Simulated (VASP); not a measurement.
GaAs:

```
CELL_PARAMETERS angstrom
0.00000 2.82685 2.82685
2.82685 0.00000 2.82685
2.82685 2.82685 0.00000
ATOMIC_POSITIONS crystal
As 0.75000 0.75000 0.75000
Ga 0.00000 0.00000 0.00000
```

* Program: VASP 6.6.1
* Task: relaxation of cell and atoms
* Functional: PBE
* Potentials or basis: VASP PAW PBE potentials, release 64 (As, Ga_h)
* Cutoff: 900 eV
* k mesh: 8 × 8 × 8
* Occupations: fermi-dirac, width 0.05 eV
* Spin: no spin polarisation

At the start: pressure 3.4 GPa; volume 22.59 Å³/atom.

Q: How do energy, volume and symmetry change on relaxing?

A: Over 10 steps the energy falls by 11.9 meV/atom and the volume is 23.75 Å³/atom (+5.1 %); space group F-43m (No. 216, to 0.05 Å).

The path:
```
step  energy change (eV)  largest force (eV/Å)  pressure (GPa)  volume (Å³)
   1              0.0000                0.0000            3.38        45.18
   2             -0.0210                0.0000            0.63        48.37
   3             -0.0136                0.0000           -1.82        49.18
   4             -0.0195                0.0000           -1.14        48.57
   5             -0.0205                0.0000           -1.05        48.44
   6             -0.0236                0.0000            0.37        47.33
   7             -0.0237                0.0000           -0.12        47.54
   8             -0.0237                0.0000            0.24        47.49
   9             -0.0237                0.0000           -0.15        47.52
  10             -0.0237                0.0000            0.00        47.50
```

Final structure:
```
CELL_PARAMETERS angstrom
0.00000 2.87446 2.87446
2.87446 0.00000 2.87446
2.87446 2.87446 0.00000
ATOMIC_POSITIONS crystal
As 0.75000 0.75000 0.75000
Ga 0.00000 0.00000 0.00000
```
